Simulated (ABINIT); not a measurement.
Runs of ABINIT 10.8.3 (patched build) on Fe. Symmetry: Fmmm, No. 69, orthorhombic system. The conventional cell has a = 2.997 Å, b = 3.883 Å, c = 3.930 Å, α = 90.00°, β = 90.00°, γ = 90.00°. Around Fe (site symmetry mmm) lie 12 Fe at 2.45 to 2.76 Å. 

| level | spin | k mesh | cutoff (eV) | fine-grid cutoff | mesh quality | gap on the mesh (eV) | pressure (GPa) | moment (μB) |
| --- | --- | --- | --- | --- | --- | --- | --- | --- |
| PBE | collinear, ferromagnetic start | 10 × 10 × 10 | 844 | 1442.2 eV | not flagged | none | -2.5 | 2.17 |
| LDA | collinear, ferromagnetic start | 10 × 10 × 10 | 844 | 1442.2 eV | not flagged | none | -18.6 | 2.16 |
| PBE | collinear, ferromagnetic start | 8 × 8 × 8 | 707 | 1306.15 eV | coarse | none | 0.0 | 2.25 |
| RPBE | collinear, ferromagnetic start | 10 × 10 × 10 | 844 | 1442.2 eV | not flagged | none | 3.0 | 2.19 |
| PBEsol | collinear, ferromagnetic start | 10 × 10 × 10 | 844 | 1442.2 eV | not flagged | none | -11.5 | 2.17 |
| revPBE | collinear, ferromagnetic start | 10 × 10 × 10 | 844 | 1442.2 eV | not flagged | none | (b) | 2.19 |
| PW91 | collinear, ferromagnetic start | 10 × 10 × 10 | 844 | 1442.2 eV | not flagged | none | -2.7 | 2.16 |
| PBE | collinear, random start | 8 × 8 × 8 | 707 | 1306.15 eV | coarse | none | 0.0 | 2.25 |
| PBE | off | 8 × 8 × 8 | 707 | 1306.15 eV | coarse | none | (a) | - |

Alike in all rows: task single point; potentials or basis JTH PAW PBE v2.0; cell as given; smearing fermi-dirac 0.05 eV.

Q: Fill in the values left out.

A: (a) -20.5; (b) 1.5.

Caveats: some runs use coarse meshes; the PAW data sets were made with another functional, which shifts forces and pressure a little (some runs).

A gap of «none» marks a metal or a gap under the smearing width.
